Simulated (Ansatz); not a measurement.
# Cu2O (Cuprite): the cost of one run

Computed with Ansatz 0.2.0 (DFT r²SCAN, scalar-relativistic, plane waves, PAW, unless a step's input says otherwise).

The COD entry's cell or inner coordinates are ideal or old and differ from later refinements, so a difference from it is no clean test against experiment.

**1. The structure to begin with**

The structure is cubic, space group Pn-3m (No. 224). Conventional cell: a = 4.246 Å, b = 4.246 Å, c = 4.246 Å, α = 90.00°, β = 90.00°, γ = 90.00°. Cu (site symmetry -3m) is surrounded by 2 O at 1.84 Å. O (site symmetry -43m) has 4 Cu at 1.84 Å as nearest neighbours.

Structure file:

```cif
data_structure
_symmetry_space_group_name_H-M 'Pn-3m:1'
_symmetry_Int_Tables_number 224
_cell_length_a 4.2457
_cell_length_b 4.2457
_cell_length_c 4.2457
_cell_angle_alpha 90.000
_cell_angle_beta 90.000
_cell_angle_gamma 90.000
_cell_volume 76.53
loop_
_atom_site_label
_atom_site_type_symbol
_atom_site_symmetry_multiplicity
_atom_site_Wyckoff_symbol
_atom_site_fract_x
_atom_site_fract_y
_atom_site_fract_z
_atom_site_occupancy
Cu1 Cu 4 b 0.25000 0.25000 0.25000 1
O1 O 2 a 0.00000 0.00000 0.00000 1
```

An earlier run at r²SCAN left this cell at 12.755 Å³/atom and 0.00 GPa (8×8×8 mesh).

**2. Field gradients and densities at the nuclei**

The input, input.yaml:

```yaml
crystal:
  lattice:
    - [4.2456753514, 0.0, 0.0]
    - [0.0, 4.2456753514, 0.0]
    - [0.0, 0.0, 4.2456753514]
  atoms:
    - { symbol: Cu, position: [0.25, 0.25, 0.25] }
    - { symbol: Cu, position: [0.25, 0.75, 0.75] }
    - { symbol: Cu, position: [0.75, 0.75, 0.25] }
    - { symbol: Cu, position: [0.75, 0.25, 0.75] }
    - { symbol: O, position: [0.0, 0.0, 0.0] }
    - { symbol: O, position: [0.5, 0.5, 0.5] }
basis:
  ecutwfc: 500
  ecutrho_ratio: 4
kpoints:
  mp_grid: { grid: [8, 8, 8] }
hamiltonian:
  xc: r2scan
scf:
  occupations: { method: gaussian, width: 0.05 }
output:
  forces: true
  stress: true
  eigenvalues: true
  efg:
    contact_densities: true
    quadrupole_moments_barn: { O: -0.02558, Cu: -0.22 }
```

The run is started by

```
ansatz run input.yaml --threads 1 --pin off --max-ram 2560MiB --backend cpu --events-out ev --progress --plain --runs-dir out
```

Q: Estimate wall time and peak memory on 1 thread of Intel Xeon at 2.70GHz, shared host.

About 15 s, with a peak of 0.58 GiB.
